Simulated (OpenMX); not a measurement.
Crystal: PtS2.

```
Pt S
1.0
     3.54320    0.00000    0.00000
    -1.77160    3.06850    0.00000
     0.00000    0.00000    5.03880
Pt S
1 2
Cartesian
  0.0000 0.0000 0.0000
  1.7716 1.0228 3.8950
  0.0000 2.0457 1.1438
```

Program: OpenMX 3.8.5. Alike in all runs: task band structure; no spin polarisation; cell as given; k mesh 9 × 9 × 5; smearing fermi-dirac 0.05 eV.

Q: Order these runs on this cell by their pressure, lowest first.
A. level PBE; potentials or basis OpenMX 2013 PBE set, Pt7.0-s3p2d2, S7.0-s2p2d1, grid cutoff 400 Ry
B. level PBE; potentials or basis OpenMX 2013 PBE set, Pt7.0-s3p2d2f1, S7.0-s2p2d1f1, grid cutoff 400 Ry
C. level LDA; potentials or basis OpenMX 2013 LDA set, Pt7.0-s3p2d2f1, S7.0-s2p2d1f1, grid cutoff 400 Ry

A: C (6.3 GPa), B (14.5 GPa), A (16.9 GPa).

Caveats: the basis of atomic orbitals isn't converged, which shifts pressures, moduli and gaps; so large a pressure means that the cell lies far from this level's equilibrium, or that cutoff or potentials fall short (some runs).

Not every run made on this cell is shown here.
